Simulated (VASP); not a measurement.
# BeTe (F-43m) in VASP: settings compared

One crystal, BeTe, is run at these levels: RPBE+D3, RPBE+D3(BJ), RPBE+D4; tasks: relaxation of cell and atoms.

All numbers are computed with VASP 6.6.1; they aren't measurements. Logs are shortened: lines on timing, memory, paths and dates and some standing lists are left out, and cuts for length are marked.

## Step 1: The structure

Symmetry: F-43m, No. 216, cubic system. Conventional cell: a = 5.540 Å, b = 5.540 Å, c = 5.540 Å, α = 90.00°, β = 90.00°, γ = 90.00°. Te (site symmetry -43m) has 4 Be at 2.40 Å as nearest neighbours. Be (site symmetry -43m) has 4 Te at 2.40 Å as nearest neighbours.

## Step 2: Relaxation of cell and atoms, RPBE+D3

INCAR reads:

```
SYSTEM = BeTe
  PREC = Accurate
  ENCUT = 600
  EDIFF = 1E-7
  ISMEAR = -1
  SIGMA = 0.05
  LREAL = .False.
  LASPH = .True.
  NELM = 60
  ALGO = Fast
  ISIF = 3
  LWAVE = .False.
  LCHARG = .False.
  GGA = RP
  IVDW = 11
  IBRION = 2
  NSW = 60
  EDIFFG = -0.01
```

KPOINTS reads:

```
regular mesh
0
Gamma
  8 8 8
  0 0 0
```

POSCAR reads:

```
BeTe
1.0
    0.0000000000      2.7700000000      2.7700000000
    2.7700000000      0.0000000000      2.7700000000
    2.7700000000      2.7700000000      0.0000000000
Te Be
1 1
Direct
    0.7500000000      0.7500000000      0.7500000000
    0.0000000000      0.0000000000      0.0000000000
```

Potentials or basis: VASP PAW PBE potentials, release 64 (Te, Be).

Run with:

```bash
$ cat potpaw_PBE.64/Te/POTCAR potpaw_PBE.64/Be/POTCAR > POTCAR
$ mpirun -np 1 vasp_std > vasp.out
```

OUTCAR:

```text
SYSTEM = BeTe
   PREC = Accurate
   ENCUT = 600
   EDIFF = 1E-7
   ISMEAR = -1
   LREAL = .False.
   LASPH = .True.
   NELM = 60
   ISIF = 3
   GGA = RP
   IVDW = 11
   IBRION = 2
   NSW = 60
   EDIFFG = -0.01
 IVDW          = 11

 ion  position               nearest neighbor table
   1  0.750  0.750  0.750-   2 2.40   2 2.40   2 2.40   2 2.40
   2  0.000  0.000  0.000-   1 2.40   1 2.40   1 2.40   1 2.40

  LATTYP: Found a face centered cubic cell.
 ALAT       =     5.5400000000

  Lattice vectors:

 A1 = (   0.0000000000,   2.7700000000,   2.7700000000)
 A2 = (   2.7700000000,   0.0000000000,   2.7700000000)
 A3 = (   2.7700000000,   2.7700000000,   0.0000000000)

Analysis of symmetry for initial positions (statically):
=====================================================================
 Subroutine PRICEL returns:
 Original cell was already a primitive cell.

 Routine SETGRP: Setting up the symmetry group for a
 face centered cubic supercell.

 Subroutine GETGRP returns: Found 24 space group operations
 (whereof 24 operations were pure point group operations)
 out of a pool of 48 trial point group operations.

The static configuration has the point symmetry T_d .

Analysis of symmetry for dynamics (positions and initial velocities):
=====================================================================
 Subroutine PRICEL returns:
 Original cell was already a primitive cell.

 Routine SETGRP: Setting up the symmetry group for a
 face centered cubic supercell.

 Subroutine GETGRP returns: Found 24 space group operations
 (whereof 24 operations were pure point group operations)
 out of a pool of 48 trial point group operations.

The dynamic configuration has the point symmetry T_d .

 Subroutine INISYM returns: Found 24 space group operations
 (whereof 24 operations are pure point group operations),
 and found     1 'primitive' translations

----------------------------------------------------------------------------------------

                                     Primitive cell

  volume of cell :      42.5079

  direct lattice vectors                    reciprocal lattice vectors
     0.000000000  2.770000000  2.770000000    -0.180505415  0.180505415  0.180505415
     2.770000000  0.000000000  2.770000000     0.180505415 -0.180505415  0.180505415
     2.770000000  2.770000000  0.000000000     0.180505415  0.180505415 -0.180505415

  length of vectors
     3.917371568  3.917371568  3.917371568     0.312644550  0.312644550  0.312644550

  position of ions in fractional coordinates (direct lattice)
     0.750000000  0.750000000  0.750000000
     0.000000000  0.000000000  0.000000000

[... 68 lines left out ...]
   ISTART =      0    job   : 0-new  1-cont  2-samecut
   ICHARG =      2    charge: 1-file 2-atom 10-const
   ISPIN  =      1    spin polarized calculation?
   LNONCOLLINEAR =      F non collinear calculations
   LSORBIT =      F    spin-orbit coupling
   LASPH  =      T    aspherical Exc in radial PAW
   ENCUT  =  600.0 eV  44.10 Ry    6.64 a.u.   7.82  7.82  7.82*2*pi/ulx,y,z
   NELM   =     60;   NELMIN=  2; NELMDL= -5     # of ELM steps
   EDIFF  = 0.1E-06   stopping-criterion for ELM
   LREAL  =      F    real-space projection
   EDIFFG = -.1E-01   stopping-criterion for IOM
   NSW    =     60    number of steps for IOM
   IBRION =      2    ionic relax: 0-MD 1-quasi-New 2-CG
   NFREE  =      1    steps in history (QN), initial steepest desc. (CG)
   ISIF   =      3    stress and relaxation
   ISYM   =      2    0-nonsym 1-usesym 2-fastsym
   POTIM  = 0.5000    time-step for ionic-motion
   TEBEG  =    0.0;   TEEND  =   0.0 temperature during run
   PSTRESS=    0.0 pullay stress
   NELECT =       8.0000    total number of electrons
   NUPDOWN=      -1.0000    fix difference up-down
   EMIN   =  10.00;   EMAX   =-10.00  energy-range for DOS
   EFERMI =   0.00;   METHOD = LEGACY
   ISMEAR =    -1;   SIGMA  =   0.05  broadening in eV -4-tet -1-fermi 0-gaus
   EFERMI_NEDOS =   21; number of points for ismear=-14 and -15
   IALGO  =     68    algorithm
   IMIX   =      4    mixing-type and parameters
     AMIX     =   0.40;   BMIX     =  1.00
     AMIX_MAG =   1.60;   BMIX_MAG =  1.00
  volume/ion in A,a.u.               =      21.25       143.43
  Fermi-wavevector in a.u.,A,eV,Ry     =   0.938170  1.772885 11.975354  0.880164
  Thomas-Fermi vector in A             =   2.065355
   LORBIT       =      0    0 simple, 1 ext, 2 COOP (PROOUT), +10 PAW based schemes
   GGA     = RP    functional components
   LHFCALC =     F    Hartree Fock is set to
   AEXX    =    0.0000 exact exchange contribution
   IVDW    =    11    specifies the selected vdW correction
   LEPSILON=     F    determine dielectric tensor
   LRPA    =     F    only Hartree local field effects (RPA)
 conjugate gradient relaxation of ions
 non-spin polarized calculation
 RMM-DIIS sequential band-by-band and
  energy-cutoff  :      600.00
  volume of cell :       42.51
 maximum number of plane-waves:      1433
   NGX = 15   NGY = 15   NGZ = 15

--------------------------------------- Ionic step        1  -------------------------------------------

 number of electron       8.0000000 magnetization

 Free energy of the ion-electron system (eV)
  ---------------------------------------------------
  ext. energy  EPLUGINS =         0.00000000
  ---------------------------------------------------
  free energy    TOTEN  =        -6.97043402 eV

  energy without entropy =       -6.97043402  energy(sigma->0) =       -6.97043402

------------------------ aborting loop because EDIFF is reached ----------------------------------------

 Edisp (eV)   -0.74060

 E8    (eV) :    -0.1734
[... 71 lines left out ...]
--------------------------------------- Ionic step        3  -------------------------------------------

 number of electron       8.0000000 magnetization

 Free energy of the ion-electron system (eV)
  ---------------------------------------------------
  ext. energy  EPLUGINS =         0.00000000
  ---------------------------------------------------
  free energy    TOTEN  =        -7.03198305 eV

  energy without entropy =       -7.03198305  energy(sigma->0) =       -7.03198305

 E-fermi :   6.1305     XC(G=0):  -8.9232

 val. band max:        5.1301275800   @ k =   0.0000   0.0000   0.0000
 cond. band min:       7.2097291781   @ k =   0.5000   0.5000   0.0000
 fundamental gap:      2.0796015981
 Fermi energy:         6.1304903252

 k-point     1 :       0.0000    0.0000    0.0000
  band No.  band energies     occupation
      1      -7.1129      2.00000
      2       5.1301      2.00000
      3       5.1301      2.00000
      4       5.1301      2.00000
      5       8.7687      0.00000
      6       8.7687      0.00000
      7       8.7687      0.00000
      8       9.0053      0.00000
[... 243 lines left out ...]
 k-point    24 :      -0.3750    0.2500    0.1250
  band No.  band energies     occupation
      1      -5.5403      2.00000
      2       0.0505      2.00000
      3       2.2619      2.00000
      4       3.2475      2.00000
      5       9.3763      0.00000
      6       9.5718      0.00000
      7      11.8137      0.00000
      8      12.9256      0.00000

 [... further k-points ...]

------------------------ aborting loop because EDIFF is reached ----------------------------------------

 Edisp (eV)   -0.70391

 E8    (eV) :    -0.1663
[... 25 lines left out ...]
  FREE ENERGIE OF THE ION-ELECTRON SYSTEM (eV)
  ---------------------------------------------------
  free  energy   TOTEN  =        -7.7358962720 eV

  energy  without entropy=       -7.7358962720  energy(sigma->0) =       -7.73589627

 reached required accuracy - stopping structural energy minimisation
```

CONTCAR:

```text
BeTe
   1.00000000000000
     0.0000000000000000    2.8205395208050974    2.8205395208050974
     2.8205395208050974   -0.0000000000000000    2.8205395208050974
     2.8205395208050974    2.8205395208050974    0.0000000000000000
  Te              Be
     1     1
Direct
     0.7500000000000000    0.7500000000000000    0.7500000000000000
     0.0000000000000000    0.0000000000000000    0.0000000000000000

  0.00000000E+00  0.00000000E+00  0.00000000E+00
  0.00000000E+00  0.00000000E+00  0.00000000E+00
```

It took 19 s on 1 thread of Intel Xeon Platinum 8488C (Sapphire Rapids), shared host; peak memory 0.19 GiB.

What came out:

```
Free energy                            : -7.7359 eV
Relaxed volume                         : 22.44 Å³/atom
Relaxed cell                           : a = 3.989 Å, b = 3.989 Å, c = 3.989 Å, α = 60.00°, β = 60.00°, γ = 60.00°
Space group after relaxing (to 0.05 Å) : F-43m (No. 216)
Energy gained by relaxing              : 12.4 meV/atom
Ionic steps                            : 3
Pressure after relaxing                : 0.0 GPa
Band gap on the k mesh                 : 2.08 eV, indirect (least direct gap 3.64 eV)
Dispersion energy per atom             : -0.352 eV
```

Step by step:
```csv
step,energy change (eV),largest force (eV/Å),pressure (GPa),volume (Å³)
1,0.0000,0.0000,3.51,42.51
2,-0.0236,0.0000,-0.69,45.44
3,-0.0249,0.0000,0.01,44.88
```

Final structure:
```
CELL_PARAMETERS angstrom
0.00000 2.82054 2.82054
2.82054 0.00000 2.82054
2.82054 2.82054 0.00000
ATOMIC_POSITIONS crystal
Te 0.75000 0.75000 0.75000
Be 0.00000 0.00000 0.00000
```

Caveat: the PAW data sets were made with another functional, which shifts forces and pressure a little; spin-orbit coupling is left out, which moves the levels of the heavy elements. Zero-point motion and thermal expansion aren't in these numbers.

[end of part 1 of 2]
